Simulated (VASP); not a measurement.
# InPd (Pm-3m) in VASP: a series of runs

One crystal, InPd, is run at these levels: r2SCAN; tasks: single point.

Everything below comes from runs of VASP 6.6.1. Logs are shortened: lines on timing, memory, paths and dates and some standing lists are left out, and cuts for length are marked.

## Step 1: The crystal as given

It takes space group Pm-3m (No. 221, cubic). The conventional cell has a = 3.272 Å, b = 3.272 Å, c = 3.272 Å, α = 90.00°, β = 90.00°, γ = 90.00°. In (site symmetry m-3m) is surrounded by 8 Pd at 2.83 Å. Pd (site symmetry m-3m) is surrounded by 8 In at 2.83 Å.

The cell comes from a database or a generator and needn't be the stable form of this composition.

## Step 2: Single point, r2SCAN

INCAR reads:

```
  PREC = Accurate
  ENCUT = 400
  EDIFF = 1E-4
  ISMEAR = 0
  SIGMA = 0.15
  LREAL = F
  LASPH = T
  NELM = 100
  ALGO = Normal
  ISIF = 2
  LWAVE = F
  LCHARG = F
  METAGGA = R2SCAN
  LMIXTAU = T
  ADDGRID = F
```

KPOINTS reads:

```
regular mesh
0
Gamma
  6 6 6
```

POSCAR reads:

```
InPd
1.0
    3.2718847800      0.0000000000      0.0000000000
    0.0000000000      3.2718847800      0.0000000000
    0.0000000000      0.0000000000      3.2718847800
In Pd
1 1
Direct
    0.0076950000     -0.0345290000      0.0307480000
    0.5133770000      0.5169540000      0.5028010000
```

Potentials or basis: VASP PAW PBE potentials, release 64 (In_d, Pd).

Run with:

```
> cat potpaw_PBE.64/In_d/POTCAR potpaw_PBE.64/Pd/POTCAR > POTCAR
> mpirun -np 1 vasp_std > vasp.out
```

OUTCAR:

```text
PREC = Accurate
   ENCUT = 400
   EDIFF = 1E-4
   ISMEAR = 0
   LREAL = F
   LASPH = T
   NELM = 100
   ISIF = 2
   METAGGA = R2SCAN

 Found    112 irreducible k-points:

 Following reciprocal coordinates:
            Coordinates               Weight
  0.000000  0.000000  0.000000      1.000000
  0.166667  0.000000  0.000000      2.000000
  0.000000  0.166667  0.000000      2.000000
  0.000000  0.000000  0.166667      2.000000
  0.333333  0.000000  0.000000      2.000000
  0.000000  0.333333  0.000000      2.000000
   k-points           NKPTS =    112   k-points in BZ     NKDIM =    112   number of bands    NBANDS=     15
   number of dos      NEDOS =    301   number of ions     NIONS =      2
   total plane-waves  NPLWV =  13824
   dimension x,y,z NGX =    24 NGY =   24 NGZ =   24
   dimension x,y,z NGXF=    48 NGYF=   48 NGZF=   48
   ions per type =               1   1
   NGX,Y,Z   is equivalent  to a cutoff of  12.19, 12.19, 12.19 a.u.
   NGXF,Y,Z  is equivalent  to a cutoff of  24.39, 24.39, 24.39 a.u.
 SYSTEM =  unknown system
   PREC   = accura    normal or accurate (medium, high low for compatibility)
   ISTART =      0    job   : 0-new  1-cont  2-samecut
   ICHARG =      2    charge: 1-file 2-atom 10-const
   ISPIN  =      1    spin polarized calculation?
   LNONCOLLINEAR =      F non collinear calculations
   LSORBIT =      F    spin-orbit coupling
   LASPH  =      T    aspherical Exc in radial PAW
   ENCUT  =  400.0 eV  29.40 Ry    5.42 a.u.   5.34  5.34  5.34*2*pi/ulx,y,z
   NELM   =    100;   NELMIN=  2; NELMDL= -5     # of ELM steps
   EDIFF  = 0.1E-03   stopping-criterion for ELM
   LREAL  =      F    real-space projection
   EDIFFG = 0.1E-02   stopping-criterion for IOM
   NSW    =      0    number of steps for IOM
   IBRION =     -1    ionic relax: 0-MD 1-quasi-New 2-CG
   NFREE  =      0    steps in history (QN), initial steepest desc. (CG)
   ISIF   =      2    stress and relaxation
   ISYM   =      2    0-nonsym 1-usesym 2-fastsym
   POTIM  = 0.5000    time-step for ionic-motion
   TEBEG  =    0.0;   TEEND  =   0.0 temperature during run
   PSTRESS=    0.0 pullay stress
   NELECT =      23.0000    total number of electrons
   NUPDOWN=      -1.0000    fix difference up-down
   EMIN   =  10.00;   EMAX   =-10.00  energy-range for DOS
   EFERMI =   0.00;   METHOD = LEGACY
   ISMEAR =     0;   SIGMA  =   0.15  broadening in eV -4-tet -1-fermi 0-gaus
   EFERMI_NEDOS =   21; number of points for ismear=-14 and -15
   IALGO  =     38    algorithm
   IMIX   =      4    mixing-type and parameters
     AMIX     =   0.40;   BMIX     =  1.00
     AMIX_MAG =   1.60;   BMIX_MAG =  1.00
  volume/ion in A,a.u.               =      17.51       118.18
  Fermi-wavevector in a.u.,A,eV,Ry     =   1.422938  2.688964 27.548447  2.024754
  Thomas-Fermi vector in A             =   2.543589
   LORBIT       =      0    0 simple, 1 ext, 2 COOP (PROOUT), +10 PAW based schemes
   METAGGA = R2SCAN    functional components
   LHFCALC =     F    Hartree Fock is set to
   AEXX    =    0.0000 exact exchange contribution
   IVDW    =     0    specifies the selected vdW correction
   LEPSILON=     F    determine dielectric tensor
   LRPA    =     F    only Hartree local field effects (RPA)
 non-spin polarized calculation
 Gauss-broadening in eV      SIGMA  =   0.15
  energy-cutoff  :      400.00
  volume of cell :       35.03
 maximum number of plane-waves:       655
 NGX is ok and might be reduce to    24
   NGX = 11   NGY = 11   NGZ = 11

 number of electron      23.0000015 magnetization

 Free energy of the ion-electron system (eV)
  ---------------------------------------------------
  ext. energy  EPLUGINS =         0.00000000
  ---------------------------------------------------
  free energy    TOTEN  =       -46.53502382 eV

  energy without entropy =      -46.52672177  energy(sigma->0) =      -46.53087279

 E-fermi :  10.4606     XC(G=0): -13.2331

 val. band max:       10.3401881556   @ k =  -0.3333   0.0000   0.3333
 cond. band min:      10.5290624461   @ k =   0.5000  -0.3333   0.3333
 fundamental gap:      0.1888742905
 Fermi energy:        10.4605630119

 k-point     1 :       0.0000    0.0000    0.0000
  band No.  band energies     occupation
      1      -5.1387      2.00000
      2      -5.1369      2.00000
      3      -4.7275      2.00000
      4      -4.7101      2.00000
      5      -4.7036      2.00000
      6      -0.0398      2.00000
      7       6.3242      2.00000
      8       6.3427      2.00000
      9       7.9476      2.00000
     10       7.9541      2.00000
     11       7.9590      2.00000
     12      14.9402      0.00000
     13      14.9794      0.00000
     14      15.0779      0.00000
     15      20.4081      0.00000

 k-point     2 :       0.1667    0.0000    0.0000
  band No.  band energies     occupation
      1      -5.1234      2.00000
      2      -5.0453      2.00000
      3      -4.7548      2.00000
      4      -4.7335      2.00000
      5      -4.7039      2.00000
      6       0.4214      2.00000
      7       6.3417      2.00000
      8       6.3870      2.00000
      9       7.6528      2.00000
     10       7.6815      2.00000
     11       7.9476      2.00000
     12      12.5165      0.00000
     13      15.8442      0.00000
     14      15.9178      0.00000
     15      20.7284      0.00000

 k-point     3 :       0.0000    0.1667    0.0000
  band No.  band energies     occupation
      1      -5.1238      2.00000
      2      -5.0457      2.00000
      3      -4.7452      2.00000
      4      -4.7387      2.00000
      5      -4.7067      2.00000
      6       0.4191      2.00000
      7       6.3514      2.00000
      8       6.3747      2.00000
      9       7.6585      2.00000
     10       7.6669      2.00000
     11       7.9389      2.00000
     12      12.5941      0.00000
     13      15.8055      0.00000
     14      15.8335      0.00000
     15      20.8451      0.00000

 k-point     4 :       0.0000    0.0000    0.1667
  band No.  band energies     occupation
      1      -5.1236      2.00000
      2      -5.0454      2.00000
      3      -4.7496      2.00000
      4      -4.7392      2.00000
      5      -4.7030      2.00000
      6       0.4208      2.00000
      7       6.3437      2.00000
      8       6.3844      2.00000
      9       7.6528      2.00000
     10       7.6790      2.00000
     11       7.9448      2.00000
     12      12.5394      0.00000
     13      15.8150      0.00000
     14      15.9120      0.00000
     15      20.7444      0.00000

 k-point     5 :       0.3333    0.0000    0.0000
  band No.  band energies     occupation
      1      -5.0953      2.00000
      2      -4.8602      2.00000
      3      -4.8088      2.00000
      4      -4.7929      2.00000
      5      -4.6911      2.00000
      6       1.7770      2.00000
      7       5.8902      2.00000
      8       6.3783      2.00000
      9       7.1692      2.00000
     10       7.2177      2.00000
     11       7.9301      2.00000
     12       9.8241      2.00000
     13      17.9534      0.00000
     14      18.0321      0.00000
     15      20.7266      0.00000

 k-point     6 :       0.0000    0.3333    0.0000
  band No.  band energies     occupation
      1      -5.0939      2.00000
      2      -4.8644      2.00000
      3      -4.7986      2.00000
      4      -4.7955      2.00000
      5      -4.6937      2.00000
      6       1.7658      2.00000
      7       5.8969      2.00000
      8       6.3716      2.00000
      9       7.1704      2.00000
     10       7.1886      2.00000
     11       7.9082      2.00000
     12       9.8802      2.00000
     13      17.9654      0.00000
     14      17.9812      0.00000
     15      20.7968      0.00000

 [... further k-points ...]

------------------------ aborting loop because EDIFF is reached ----------------------------------------

  FORCE on cell =-STRESS in cart. coord.  units (eV):
  Direction    XX          YY          ZZ          XY          YZ          ZX
  --------------------------------------------------------------------------------------
  -------------------------------------------------------------------------------------
  Total        0.5206250      0.2996636      0.4514423      0.0738453     -0.3530298     -0.0428240
  in kB       23.8145061     13.7072560     20.6499405      3.3778443    -16.1483425     -1.9588628
  external PRESSURE =      19.3905675 kB  Pullay stress =       0.0000000 kB

 VOLUME and BASIS-vectors are now :
 -----------------------------------------------------------------------------
  energy-cutoff  :      400.00
  volume of cell :       35.03
      direct lattice vectors                 reciprocal lattice vectors
     3.271884780  0.000000000  0.000000000     0.305634234  0.000000000  0.000000000
     0.000000000  3.271884780  0.000000000     0.000000000  0.305634234  0.000000000
     0.000000000  0.000000000  3.271884780     0.000000000  0.000000000  0.305634234

 POSITION                                       TOTAL-FORCE (eV/Angst)
 -----------------------------------------------------------------------------------
      0.02518      3.15891      0.10060         0.089212      0.711375     -0.420894
      1.67971      1.69141      1.64511        -0.089212     -0.711375      0.420894
 -----------------------------------------------------------------------------------
    total drift:                                0.001100      0.002182     -0.000505

  FREE ENERGIE OF THE ION-ELECTRON SYSTEM (eV)
  ---------------------------------------------------
  free  energy   TOTEN  =       -46.5350238198 eV

  energy  without entropy=      -46.5267217658  energy(sigma->0) =      -46.53087279
```

Wall time 45 s (1 thread of Intel Xeon 6975P-C (Granite Rapids), shared host); peak memory 0.17 GiB.

The run converged, but some of its settings lie outside the range that counts as converged, so its numbers aren't taken as properties of the crystal.

Results:

```yaml
Free_energy: -46.5350 eV
Pressure: 1.9 GPa
Largest_force: 0.831 eV/Å
Band_gap_on_the_k_mesh: none (metal or under the smearing width)
```

Caveat: the PAW data sets were made with another functional, which shifts forces and pressure a little.

## Step 3: Single point, r2SCAN

INCAR, as its differences from that of step 2:

```diff
@@ -2,3 +2,3 @@
   ENCUT = 400
-  EDIFF = 1E-4
+  EDIFF = 1E-5
   ISMEAR = 0
```

KPOINTS is that of step 2.

POSCAR reads:

```
InPd
1.0
    3.2718847800      0.0000000000      0.0000000000
    0.0000000000      3.2718847800      0.0000000000
    0.0000000000      0.0000000000      3.2718847800
In Pd
1 1
Direct
    0.0000000000      0.0000000000      0.0000000000
    0.5000000000      0.5000000000      0.5000000000
```

Potentials or basis: VASP PAW PBE potentials, release 64 (In_d, Pd).

Run with:

```
> cat potpaw_PBE.64/In_d/POTCAR potpaw_PBE.64/Pd/POTCAR > POTCAR
> mpirun -np 1 vasp_std > vasp.out
```

It took 14 s on 1 thread of Intel Xeon 6975P-C (Granite Rapids), shared host; peak memory 0.14 GiB.

These settings aren't checked as converged: the numbers below hold their error.

What came out:

```yaml
Free_energy: -46.6123 eV
Pressure: 0.1 GPa
Band_gap_on_the_k_mesh: none (metal or under the smearing width)
```

Caveat: the PAW data sets were made with another functional, which shifts forces and pressure a little.
